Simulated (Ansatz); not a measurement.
## Zr: one input, then a changed one

The geometry is COD entry 9008559, unchecked; take it as a test cell. The listed cell was then made from it by scaling, straining or moving an atom.

First run: DFT, PBE, all-electron LAPW, scalar-relativistic (Ansatz 0.2.0).

Command: `ansatz run input.yaml --threads 1 --pin off --max-ram 2048MiB --backend cpu --events-out ev --progress --plain --runs-dir out` The run took 11 s on 1 thread of Intel(R) Xeon(R) 6975P-C (Granite Rapids), with other jobs on the host, peak memory 0.33 GiB.

```yaml
crystal:
  lattice:
    - [-1.7730508568, 1.7730508568, 1.7730508568]
    - [1.7730508568, -1.7730508568, 1.7730508568]
    - [1.7730508568, 1.7730508568, -1.7730508568]
  atoms:
    - { symbol: Zr, position: [0.0, 0.0, 0.0] }
kpoints:
  mp_grid: { grid: [13, 13, 13] }
scf:
  occupations: { method: fermi_dirac, width: 0.05 }
hamiltonian:
  xc: pbe
  pseudopotentials: { kind: all_electron, lapw: { basis_error: 0.001 } }
output:
  forces: true
  stress: true
relax:
  f_tol: 0.005
  max_steps: 80
  cell: {}
```

Result: converged; relaxed volume 22.813 Å³/atom; 21 SCF iterations in all.

The input is then changed:

```diff
@@ -5,9 +5,9 @@
     - [1.7730508568, 1.7730508568, -1.7730508568]
   atoms:
-    - { symbol: Zr, position: [0.0, 0.0, 0.0] }
+    - { symbol: Zr, position: [0.0, 0.0, 0.0], spin: 1.0 }
 kpoints:
   mp_grid: { grid: [13, 13, 13] }
 scf:
-  occupations: { method: fermi_dirac, width: 0.05 }
+  occupations: { method: cold, width: 0.3 }
 hamiltonian:
   xc: pbe
@@ -20,3 +20,6 @@
   max_steps: 80
   cell: {}
+  max_displacement: 0.1
+magnetization:
+  spin_polarized: true
```

**Question.** Predict the outcome of the changed run.

**Answer.** It converged; relaxed volume 22.799 Å³/atom; moment 0.00 μB; 25 SCF iterations in all. Some of these settings are too coarse for converged properties.
